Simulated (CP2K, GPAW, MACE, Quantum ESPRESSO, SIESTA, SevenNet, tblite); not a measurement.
**A faulty SIESTA run on hcp Mg, size series (64 atoms)**

Program: SIESTA 5.4.2, a calculation on a cell of 64 Mg, 23.2 Å³ an atom.

File input.fdf:

```
SystemLabel cell
NumberOfAtoms 64
NumberOfSpecies 1
%block ChemicalSpeciesLabel
  1 12 Mg
%endblock ChemicalSpeciesLabel
LatticeConstant 1.0 Ang
%block LatticeVectors
  12.83600 0.00000 0.00000
  -6.41800 11.11630 0.00000
  0.00000 0.00000 10.42200
%endblock LatticeVectors
PAO.BasisSize DZP
PAO.EnergyShift 0.01 Ry
XC.Functional GGA
XC.Authors PBE
MeshCutoff 20 Ry
%block kgrid_Monkhorst_Pack
  1 0 0 0.0
  0 1 0 0.0
  0 0 1 0.0
%endblock kgrid_Monkhorst_Pack
SolutionMethod diagon
OccupationFunction FD
ElectronicTemperature 580 K
SCF.Mixer.Method Pulay
SCF.Mixer.Weight 0.05
SCF.Mixer.History 8
SCF.Mix Hamiltonian
MaxSCFIterations 60
SCF.DM.Tolerance 1e-04
SCF.H.Tolerance 1.0e-3 eV
WriteForces T
Write.HirshfeldPop T
Write.VoronoiPop T
Write.DM F
Write.H F
XML.Write F
AtomicCoordinatesFormat Fractional
%block AtomicCoordinatesAndAtomicSpecies
  0.99358 0.99469 0.00744 1
  0.07676 0.16214 0.24844 1
  0.99879 0.99553 0.50321 1
  0.08460 0.15770 0.75997 1
  0.99644 0.25298 0.00524 1
  0.08289 0.41733 0.24353 1
  0.00141 0.24869 0.48777 1
  0.08352 0.40908 0.73515 1
  0.99842 0.49420 0.99023 1
  0.07127 0.65780 0.24912 1
[... 50 atom lines left out ...]
  0.74524 0.74834 0.01365 1
  0.83735 0.91411 0.24206 1
  0.75148 0.75449 0.50507 1
  0.83036 0.91672 0.74691 1
%endblock AtomicCoordinatesAndAtomicSpecies
```

Command:

```console
$ OMP_NUM_THREADS=1 mpirun -np 2 siesta < input.fdf > output.txt
```

Output:

```text
Version         : 5.4.2
reinit: System Name:
reinit: System Label: cell
initatom: Reading input for the pseudopotentials and atomic orbitals ----------
Species number:   1 Atomic number:   12 Label: Mg
Ground state valence configuration (from tables):   3s02  3p00  3d00  4f00
---- Processing specs for species: Mg
GGA--PBE XC_GGA_X_PBE--XC_GGA_C_PBE pb
Semicore shell(s) with  8 electrons included in the valence for Mg
Semicore shell(s): 2s 2p
Fallback to non-perturbative polarization scheme for Mg
Please see the manual if this is not desired in principle
Mg pseudopotential only contains V_ls up to l=1 -- lmxkb reset.
Using PAO.SplitTailNorm
%block ChemicalSpeciesLabel
    1   12 Mg                      # Species index, atomic number, species label
%endblock ChemicalSpeciesLabel
%block PAO.Basis                 # Define Basis set
Mg                    4                    # Species label, number of l-shells
 n=2   0   1                         # n, l, Nzeta
   2.332
   1.000
 n=3   0   2                         # n, l, Nzeta
   7.124      5.248
   1.000      1.000
[... lines left out ...]
Total number of electrons:   640.000000
[... lines left out ...]
stepf: Fermi-Dirac step function
        iscf     Eharris(eV)        E_KS(eV)     FreeEng(eV)     dDmax    Ef(eV) dHmax(eV)
[... lines left out ...]
SCF Convergence by DM+H criterion
[... lines left out ...]
SCF cycle converged after 25 iterations
[... lines left out ...]
siesta: E_KS(eV) =          -104032.4624
siesta: E_KS - E_eggbox =   -104032.4624
siesta: Atomic forces (eV/Ang):
     1  -94.350146 -126.380619  206.337511
     2  138.442077  -22.780415   47.452280
     3   33.400910 -109.002532  121.929935
[...]
63  -89.963980 -120.720658  110.724641
    64   33.553429  -53.589734   86.439783
----------------------------------------
   Tot   57.600935  667.515586  620.049300
----------------------------------------
   Max  233.841069
   Res  108.843619    sqrt( Sum f_i^2 / 3N )
----------------------------------------
   Max  233.841069    constrained
Stress tensor Voigt[x,y,z,yz,xz,xy] (kbar):    -2642.82    -2804.56     -764.34        4.36      -22.85       81.80
(Free)E + p*V (eV/cell)  -102110.9171
Target enthalpy (eV/cell)  -104032.7744
siesta: Program's energy decomposition (eV):
siesta: Ebs     =    -30758.293484
siesta: Eions   =    126262.715352
siesta: Ena     =      8447.610232
siesta: Ekin    =     55625.276674
siesta: Enl     =    -29349.424190
siesta: DEna    =      1000.926250
siesta: DUscf   =        93.481438
siesta: Ex      =    -12747.357793
siesta: Ec      =      -840.259703
siesta: Exc     =    -13587.617495
siesta: Eharris =   -104032.462441
siesta: Etot    =   -104032.462444
siesta: FreeEng =   -104032.774426
siesta: Final energy (eV):
siesta:  Band Struct. =  -30758.293484
siesta:       Kinetic =   55625.276674
siesta:       Hartree =   36086.552692
siesta:         Exch. =  -12747.357793
siesta:         Corr. =    -840.259703
siesta:   Exch.-corr. =  -13587.617495
siesta:  Ion-electron = -140826.728733
siesta:       Ion-ion =  -41329.945582
siesta:         Total = -104032.462444
siesta:         Fermi =      -2.670763
siesta: Stress tensor (static) (eV/Ang**3):
siesta:    -1.649518    0.051057   -0.014264
siesta:     0.051057   -1.750469    0.002719
siesta:    -0.014264    0.002719   -0.477062
siesta: Cell volume =       1487.102953 Ang**3
siesta: Pressure (static):
siesta:                Solid            Molecule  Units
siesta:           0.01407547          0.05877151  Ry/Bohr**3
siesta:           1.29234988          5.39615137  eV/Ang**3
siesta:        2070.57278586       8645.58763106  kBar
    Orbital volume contribution        =          44.516897 eV
    (Free)E + p_basis*V_orbitals       =     -103988.257529 eV
    (Free)Eharris+ p_basis*V_orbitals  =     -103988.257527 eV
Hirshfeld Atomic Populations:
Atom #   charge [q] valence [e]  Species
     1     0.404927    9.595073  Mg
     2    -0.418498   10.418498  Mg
     3     0.642791    9.357209  Mg
[...]
--------------------
 Total    -6.047508
Voronoi Atomic Populations:
Atom #   charge [q] valence [e]  Species
[...]
63    -0.122789   10.122789  Mg
    64    -0.039723   10.039723  Mg
--------------------
 Total    -6.923243
```

Elapsed: 6.7 s, on 2 MPI ranks of Arm Neoverse V2, shared host; peak memory 0.33 GiB.

Banners, paths, timers and routine set-up lines are dropped from the logs unmarked, and long logs keep their key lines alone; longer cuts are marked.

Against a plane-wave PBE reference and this program's sound run:

* r.m.s. difference of force components: 108800 meV/Å
* longest difference of force vectors: 279400 meV/Å
* force difference over r.m.s. force: 61110 %
* slope of forces against the reference's: 69.61
* energy less the same-level run's: -10150 meV/atom
* r.m.s. force difference from the same-level run: 108800 meV/Å

Why should this run not be trusted?

A mesh cutoff far too low: mesh cutoff 20 Ry. The sound run has mesh cutoff 500 Ry.

The run converged all the same, so the exit status doesn't show the fault.

[Also dropped from logs without a mark: logging warnings of Python, and SIESTA's first energy breakdown and zero terms.]

[Logs are printed without paths, hosts, clocks, repeated set-up lines and the standing remarks that a program may print on its own settings, such as how far it seeks lower states.]

[Hosts, paths, dates, database ids (printed as entryN), source tags and the programs' standing remarks are cut or masked in the printed files.]
